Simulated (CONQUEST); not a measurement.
Ir:

```xyz
2
Lattice="2.7091 0.0000 0.0000 0.0000 2.7091 0.0000 0.0000 0.0000 3.8312" Properties=species:S:1:pos:R:3 pbc="T T T"
Ir    0.0000    0.0000    0.0000
Ir    1.3545    1.3545    1.9156
```

| Quantity | Value |
| --- | --- |
| Program | CONQUEST 1.3 |
| Task | single point |
| Functional | PBE |
| Potentials or basis | PseudoDojo NC PBE, DZP, grid cutoff 120 Ha |
| k mesh | 10 × 10 × 7 |
| Occupations | fermi-dirac, width 0.05 eV |
| Spin | no spin polarisation |

On this cell: pressure 18.4 GPa; largest force zero by symmetry; band gap on the k mesh none (metal or under the smearing width).

The same run follows on a disturbed copy (atoms of the box moved at random, drawn with an rms of 0.05 Å):

```
Ir
1.0
     2.70907    0.00000    0.00000
     0.00000    2.70907    0.00000
     0.00000    0.00000    3.83120
Ir
2
Direct
  0.99597 0.98843 0.01344
  0.48438 0.47817 0.50811
```

Problem. What changes?

Solution. The energy (extrapolated to zero smearing) moves by +6.4 meV/atom; pressure 18.9 GPa; largest force 0.607 eV/Å; band gap on the k mesh none (metal or under the smearing width).

Forces in eV/Å, atoms in the order of the input:
```
Ir  -0.328 -0.286 -0.413
Ir   0.324  0.292  0.422
```

Caveats: the basis of atomic orbitals isn't converged, which shifts pressures, moduli and gaps; the box holds several primitive cells, so bands are folded and the points are those of the box's own zone (some runs); so large a pressure means that the cell lies far from this level's equilibrium, or that cutoff or potentials fall short (some runs); the real-space grid breaks the cell's symmetry a little (some runs).
